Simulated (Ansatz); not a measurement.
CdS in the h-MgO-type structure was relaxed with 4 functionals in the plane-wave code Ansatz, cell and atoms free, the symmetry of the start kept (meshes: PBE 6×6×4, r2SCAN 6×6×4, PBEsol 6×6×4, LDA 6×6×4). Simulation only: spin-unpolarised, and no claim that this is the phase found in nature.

The PBEsol result:
```cif
data_structure
_symmetry_space_group_name_H-M 'P6_3/mmc'
_symmetry_Int_Tables_number 194
_cell_length_a 4.3734
_cell_length_b 4.3734
_cell_length_c 5.6739
_cell_angle_alpha 90.000
_cell_angle_beta 90.000
_cell_angle_gamma 120.000
_cell_volume 93.98
loop_
_atom_site_label
_atom_site_type_symbol
_atom_site_symmetry_multiplicity
_atom_site_Wyckoff_symbol
_atom_site_fract_x
_atom_site_fract_y
_atom_site_fract_z
_atom_site_occupancy
Cd1 Cd 2 c 0.33333 0.66667 0.25000 1
S1 S 2 d 0.66667 0.33333 0.25000 1
```

It is hexagonal, P6_3/mmc (No. 194); conventional cell a = 4.373 Å, c = 5.674 Å, 23.50 Å³ an atom. Cd has 5 S at 2.52–2.84 Å; S has 5 Cd at 2.52–2.84 Å.

**Question.** Order the functionals by the relaxed volume, smallest first.
A. r2SCAN
B. PBEsol
C. PBE
D. LDA

**Answer.** D (22.71 Å³/atom), B (23.50 Å³/atom), A (24.19 Å³/atom), C (24.80 Å³/atom).

**Question.** How does the cell change with PBE?

**Answer.** a = 4.432 Å, c = 5.831 Å; the volume differs by +5.6 % from PBEsol's. Around Cd lie 5 S at 2.56–2.92 Å; around S lie 5 Cd at 2.56–2.92 Å.

**Question.** What lattice does LDA give?

**Answer.** a = 4.326 Å, c = 5.605 Å; the volume differs by -3.3 % from PBEsol's. Cd has 5 S at 2.50–2.80 Å; S has 5 Cd at 2.50–2.80 Å.

**Question.** Held at the r2SCAN cell, what mean stress do LDA and PBE find, and does its sign point to their own minimum?

**Answer.** Yes. LDA -3.95 GPa, and its relaxed volume is -6.1 % from r2SCAN's; PBE +1.43 GPa, and its relaxed volume is +2.5 % from r2SCAN's. Compression counts positive, so a positive stress asks for a larger cell.
